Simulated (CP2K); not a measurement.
Runs of CP2K 2026.2 on Sb. It takes space group Im-3m (No. 229, cubic). The conventional cell has a = 3.743 Å, b = 3.743 Å, c = 3.743 Å, α = 90.00°, β = 90.00°, γ = 90.00°. Around Sb (site symmetry m-3m) lie 8 Sb at 3.24 Å. This isn't the form of Sb at room conditions, which is rhombohedral.

```csv
task,level,potentials or basis,cell,smearing,EPS_DEFAULT,NGRIDS,basis sets,potentials,CUTOFF of the grids,gap on the mesh (eV),pressure (GPa)
single point,PBEsol,POTENTIAL_UZH Sb GTH-PBE-q5; TZVP-MOLOPT-PBE-GTH basis,as given,fermi-dirac 0.05 eV,1.0E-10,5,Sb TZVP-MOLOPT-PBE-GTH-q5,Sb GTH-PBE-q5 of POTENTIAL_UZH,450 Ry,none,(a)
single point,PBEsol,POTENTIAL_UZH Sb GTH-PBE-q5; TZVP-MOLOPT-PBE-GTH basis,cell strained at random at fixed volume,fermi-dirac 0.05 eV,1.0E-10,4,Sb TZVP-MOLOPT-PBE-GTH-q5,Sb GTH-PBE-q5 of POTENTIAL_UZH,450 Ry,none,3.3
band structure,r2SCAN,POTENTIAL_UZH Sb GTH-SCAN-q5; TZVP-MOLOPT-SCAN-GTH basis,as given,fermi-dirac 0.1 eV,1.0E-9,4,Sb TZVP-MOLOPT-SCAN-GTH-q5,Sb GTH-SCAN-q5 of POTENTIAL_UZH,675 Ry,none,2.1
band structure,SCAN,POTENTIAL_UZH Sb GTH-SCAN-q5; TZVP-MOLOPT-SCAN-GTH basis,as given,fermi-dirac 0.01 eV,1.0E-9,5,Sb TZVP-MOLOPT-SCAN-GTH-q5,Sb GTH-SCAN-q5 of POTENTIAL_UZH,675 Ry,none,2.1
band structure,TASK,POTENTIAL_UZH Sb GTH-SCAN-q5; TZVP-MOLOPT-SCAN-GTH basis,as given,fermi-dirac 0.1 eV,1.0E-9,4,Sb TZVP-MOLOPT-SCAN-GTH-q5,Sb GTH-SCAN-q5 of POTENTIAL_UZH,675 Ry,none,4.1
```

Alike in all rows: no spin polarisation; k mesh 10 × 10 × 10.

**Question.** Estimate the missing entries.

**Answer.** (a) 3.5.

Caveats: the basis of atomic orbitals isn't converged, which shifts pressures, moduli and gaps; the potentials were made for another functional, which shifts forces and pressure (some runs); spin-orbit coupling is left out, which moves the levels of the heavy elements (some runs).

A k mesh can miss the band edges, and the runs leave out spin-orbit coupling on Sb.

A gap of «none» marks a metal or a gap under the smearing width.
